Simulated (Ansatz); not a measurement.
**Ideal shear of a crystal plane in AgCl**

Theory: Ansatz 0.2.0, DFT PBE, scalar-relativistic, plane waves, PAW. Settings: plane waves to 420 eV, k-mesh 7×7×3 (Γ-centred), Gaussian smearing 0.05 eV. No spin polarisation. Energies are free energies at this smearing, counted from the undisturbed cell; pressure is positive in compression.

The undisturbed cell (relaxed at this level):

```
CELL_PARAMETERS angstrom
-3.96430 0.00000 -0.19707
0.00000 -3.96806 0.00000
-0.54946 0.00000 11.21022
ATOMIC_POSITIONS crystal
Ag 0.74965 0.75000 0.87519
Ag 0.74965 0.75000 0.37519
Ag 0.25035 0.25000 0.12481
Ag 0.25035 0.25000 0.62481
Cl 0.25005 0.25000 0.87486
Cl 0.25005 0.25000 0.37486
Cl 0.74995 0.75000 0.12514
Cl 0.74995 0.75000 0.62514
```

The cut lies on the cell's a–b face, a (0 0 -1) plane (indices in the standard cell, whose axes needn't be the Cartesian ones shown) of area 15.75 Å², between layers 2.80 Å apart. Vector c is tilted by f times 0·a + 1·b (length 3.968 Å) with the atoms' Cartesian places fixed: one unrelaxed fault a cell. The traction is dγ/du, the slope of γ against the slip u in Å. Some rows repeat others by symmetry and weren't run.

| f | γ (mJ/m²) | traction (GPa) |
| --- | --- | --- |
| 0.0000 | 0 | 0.0 |
| 0.1000 | 17 | 0.9 |
| 0.2000 | 67 | 1.6 |
| 0.3000 | 138 | 1.9 |
| 0.4000 | 203 | 1.3 |
| 0.5000 | 229 | 0.0 |
| 0.6000 | 203 | -1.3 |
| 0.7000 | 138 | -1.9 |
| 0.8000 | 67 | -1.6 |
| 0.9000 | 17 | -0.9 |

**Question.** Read off the first barrier and the stress needed to climb it, and compare with Frenkel's sinusoid.

**Answer.** The first sampled maximum lies at f = 0.500, a slip of 1.98 Å, with γ ≈ 229 mJ/m², which stands in for the unstable fault energy γ_us, and the steepest sampled slope before it is 1.9 GPa. A sinusoid γ = γ_us sin²(πu/λ) with its maximum there has λ = 3.97 Å and a largest slope πγ_us/λ = 1.8 GPa (1 mJ/m² per Å = 0.01 GPa).

**Question.** Is there a metastable fault on this line?

**Answer.** Apart from points where γ returns to about zero, no local minimum shows among the samples, so at this sampling the line offers no fault for a dislocation to split on; a fault can still lie off the line.

The cut is rigid; relaxing the faces lowers these energies and usually the stresses.

Cost: 6 runs of about 5.1 core-minutes in all, on Arm Neoverse V1 (shared hosts).